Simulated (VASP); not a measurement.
# Ir: convergence, equation of state

Ir, Fm-3m (no. 225), 1 atom in the cell. PBE; PAW potentials Ir (PBE set). VASP 6.6.1.

Wanted: equilibrium volume within 0.2 %; bulk modulus within 1 %.

What the run is for: equation of state; Accuracy asked: standard.

The series start from Plane-wave cutoff (eV): 270; Smearing width (eV): 0.1; k-point mesh: 16 × 16 × 16; Volumes: 5 from 0.92 to 1.08; Precision mode (PREC): Accurate; Electronic threshold (eV): 1e-6; Aspherical gradient terms in the spheres (LASPH): yes; Start of each volume: each volume from scratch. Each series keeps the choices made before it, and each single choice may use up half of a tolerance. Times cover all steps of a run.

## Plane-wave cutoff (eV)

| Plane-wave cutoff (eV) | Equilibrium volume (Å³/atom) | Bulk modulus (GPa) | Time (s) |
|---|---|---|---|
| 170 | 14.25 | 370.9 | 8.5 |
| 210 | 14.51 | 346.3 | 9.8 |
| 240 | 14.52 | 349.5 | 11 |
| 270 | 14.52 | 349 | 12 |
| 320 | 14.53 | 348.1 | 13 |
| 370 | 14.53 | 348.5 | 24 |
| 440 | 14.53 | 348.5 | 28 |
| 550 | 14.53 | 348.7 | 31 |
| 600 (reference) | 14.53 | 348.7 | 31 |

Chosen: 240, the loosest value from which every tighter one stays within half of the tolerance.

## Smearing width (eV)

| Smearing width (eV) | Equilibrium volume (Å³/atom) | Bulk modulus (GPa) | Time (s) |
|---|---|---|---|
| 0.4 | 14.53 | 349.5 | 10 |
| 0.3 | 14.52 | 348.9 | 11 |
| 0.2 | 14.52 | 349.4 | 10 |
| 0.15 | 14.52 | 349.6 | 11 |
| 0.1 | 14.52 | 349.5 | 11 |
| 0.05 (reference) | 14.52 | 349.4 | 10 |

Chosen: 0.4.

## k-point mesh

| k-point mesh | Equilibrium volume (Å³/atom) | Bulk modulus (GPa) | Time (s) |
|---|---|---|---|
| 5 × 5 × 5 | 14.69 | 340.8 | 5.2 |
| 7 × 7 × 7 | 14.46 | 353.8 | 5.7 |
| 9 × 9 × 9 | 14.48 | 352.9 | 6.2 |
| 11 × 11 × 11 | 14.53 | 350 | 6.9 |
| 13 × 13 × 13 | 14.53 | 349.2 | 7.7 |
| 16 × 16 × 16 | 14.53 | 349.5 | 10 |
| 19 × 19 × 19 (reference) | 14.52 | 350.1 | 13 |

Chosen: 11 × 11 × 11.

## Volumes

| Volumes | Equilibrium volume (Å³/atom) | Bulk modulus (GPa) | Time (s) |
|---|---|---|---|
| 5 from 0.88 to 1.12 | 14.53 | 349.3 | 6.8 |
| 5 from 0.92 to 1.08 | 14.53 | 350 | 6.9 |
| 7 from 0.91 to 1.09 (reference) | 14.53 | 349.7 | 9.6 |

Chosen: 5 from 0.88 to 1.12.

## Precision mode (PREC)

| Precision mode (PREC) | Equilibrium volume (Å³/atom) | Bulk modulus (GPa) | Time (s) |
|---|---|---|---|
| SingleN | 14.54 | 363.7 | 5.9 |
| Normal | 14.53 | 352.1 | 5.9 |
| Accurate (reference) | 14.53 | 349.3 | 6.8 |

Chosen: Accurate; the one before it in the list is off by more than half of the tolerance.

## Electronic threshold (eV)

| Electronic threshold (eV) | Equilibrium volume (Å³/atom) | Bulk modulus (GPa) | Time (s) |
|---|---|---|---|
| 0.001 | 14.53 | 349.4 | 5.9 |
| 0.0001 | 14.53 | 349.3 | 6.5 |
| 1e-5 | 14.53 | 349.3 | 6.5 |
| 1e-6 | 14.53 | 349.3 | 6.8 |
| 1e-7 (reference) | 14.53 | 349.3 | 7.0 |

Chosen: 0.001.

## Aspherical gradient terms in the spheres (LASPH)

| Aspherical gradient terms in the spheres (LASPH) | Equilibrium volume (Å³/atom) | Bulk modulus (GPa) | Time (s) |
|---|---|---|---|
| no | 14.53 | 349.4 | 4.2 |
| yes (reference) | 14.53 | 349.4 | 5.9 |

Chosen: no.

## Start of each volume

| Start of each volume | Equilibrium volume (Å³/atom) | Bulk modulus (GPa) | Time (s) |
|---|---|---|---|
| each volume from scratch | 14.53 | 349.4 | 4.2 |
| orbitals of the volume before (WAVECAR) | 14.53 | 349.3 | 3.8 |

Chosen: each volume from scratch; no other choice that stays within half of the tolerance saves 30 % of the time.

## All choices together

| Input | Equilibrium volume (Å³/atom) | Bulk modulus (GPa) | Time (s) |
|---|---|---|---|
| the program's defaults (naive) | 14.55 | 368.9 | 2.7 |
| chosen settings | 14.53 | 349.4 | 4.2 |
| reference settings throughout | 14.53 | 348.8 | 66 |

The tolerance is met.

## The input

INCAR:
```
SYSTEM = Ir
GGA = PE
ISMEAR = 1
SIGMA = 0.4
LWAVE = .FALSE.
LCHARG = .FALSE.
ISIF = 2
NSW = 0
PREC = Accurate
LASPH = .FALSE.
LREAL = .FALSE.
ALGO = Normal
EDIFF = 0.001
NELM = 120
GGA_COMPAT = .FALSE.
ENCUT = 240
```

KPOINTS:
```
Automatic mesh
0
Gamma
  11 11 11
  0 0 0
```

POSCAR.step1:
```
Ir
1.0
    0.0000000000      1.8356887756      1.8356887756
    1.8356887756      0.0000000000      1.8356887756
    1.8356887756      1.8356887756      0.0000000000
Ir
1
Direct
    0.0000000000      0.0000000000      0.0000000000
```

POSCAR.step2:
```
Ir
1.0
    0.0000000000      1.8764951499      1.8764951499
    1.8764951499      0.0000000000      1.8764951499
    1.8764951499      1.8764951499      0.0000000000
Ir
1
Direct
    0.0000000000      0.0000000000      0.0000000000
```

POSCAR.step3:
```
Ir
1.0
    0.0000000000      1.9156000000      1.9156000000
    1.9156000000      0.0000000000      1.9156000000
    1.9156000000      1.9156000000      0.0000000000
Ir
1
Direct
    0.0000000000      0.0000000000      0.0000000000
```

POSCAR.step4:
```
Ir
1.0
    0.0000000000      1.9531703226      1.9531703226
    1.9531703226      0.0000000000      1.9531703226
    1.9531703226      1.9531703226      0.0000000000
Ir
1
Direct
    0.0000000000      0.0000000000      0.0000000000
```

POSCAR.step5:
```
Ir
1.0
    0.0000000000      1.9893483403      1.9893483403
    1.9893483403      0.0000000000      1.9893483403
    1.9893483403      1.9893483403      0.0000000000
Ir
1
Direct
    0.0000000000      0.0000000000      0.0000000000
```

Commands (each step's output is kept before the next begins):
```
cat potpaw_PBE.64/Ir/POTCAR > POTCAR
cp POSCAR.step1 POSCAR
mpirun -np 1 vasp_std > vasp.out
cp POSCAR.step2 POSCAR
mpirun -np 1 vasp_std > vasp.out
cp POSCAR.step3 POSCAR
mpirun -np 1 vasp_std > vasp.out
cp POSCAR.step4 POSCAR
mpirun -np 1 vasp_std > vasp.out
cp POSCAR.step5 POSCAR
mpirun -np 1 vasp_std > vasp.out
```

The chosen input took VASP 6.6.1 4.2 s on 1 core (Intel Xeon 6975P-C (Granite Rapids)), a shared host.

## An input that fails: cutoff far too low

It runs to its end, but against the unchanged starting input it is off by 0.21 % in the equilibrium volume, 144 % in the bulk modulus.

Changes against the starting input:
```
(all steps)
- PREC = Accurate
- NELM = 120
- ENCUT = 270
+ PREC = Low
+ NELM = 98
+ ENCUT = 130
```
